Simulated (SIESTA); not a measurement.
Te2Mo, 6 atoms in the cell. It takes space group P6_3/mmc (No. 194, hexagonal). Conventional cell: a = 3.518 Å, b = 3.518 Å, c = 13.974 Å, α = 90.00°, β = 90.00°, γ = 120.00°. Te (site symmetry 3m) is surrounded by 3 Mo at 2.72 Å. Around Mo (site symmetry -6m2) lie 6 Te at 2.72 Å. 

- Program: SIESTA 5.4.2
- Task: band structure
- Functional: PBE
- Potentials or basis: PseudoDojo 0.4 standard (PBE files)
- Basis: TZDP (energy shift 0.003 Ry; two zetas on semicore shells)
- Grid cutoff: 800 Ry
- Energy shift: 0.003 Ry
- k mesh: 9 × 9 × 2
- Occupations: fermi-dirac, width 0.05 eV
- Spin: no spin polarisation

Potentials or basis: PseudoDojo 0.4 standard (PBE files), TZDP (energy shift 0.003 Ry; two zetas on semicore shells).

The run is started by

```bash
$ siesta Te2Mo.fdf > Te2Mo.out 2>&1
```

Hardware: 1 thread of Arm Neoverse V1, on a shared host.

Estimate the wall time of this run.

Wall time 5.1 min on 1 thread of Arm Neoverse V1, on a shared host, peak memory 0.83 GiB. Counts: scf iterations 12, k points 86, bands 192.
